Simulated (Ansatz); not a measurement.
System: Ru (fcc type), 1 atom in the cell.

Computed with Ansatz, PBE, all-electron LAPW, point nucleus.

k-mesh 12×12×12 Γ-centred; Fermi–Dirac smearing of 0.1 eV; no spin polarisation.

```
CELL_PARAMETERS angstrom
0.00000 1.90500 1.90500
1.90500 0.00000 1.90500
1.90500 1.90500 0.00000
ATOMIC_POSITIONS crystal
Ru 0.00000 0.00000 0.00000
```

(1) Would the cell expand or shrink if it were free to relax?

## Answers

(1) The pressure is 0.10 GPa, so at these settings the cell is compressed and would expand.

This cubic structure is a model: it isn't the usual form of the substance at ambient conditions, and such phases are metastable or hypothetical. The k-mesh is modest, so these values aren't fully converged in k.
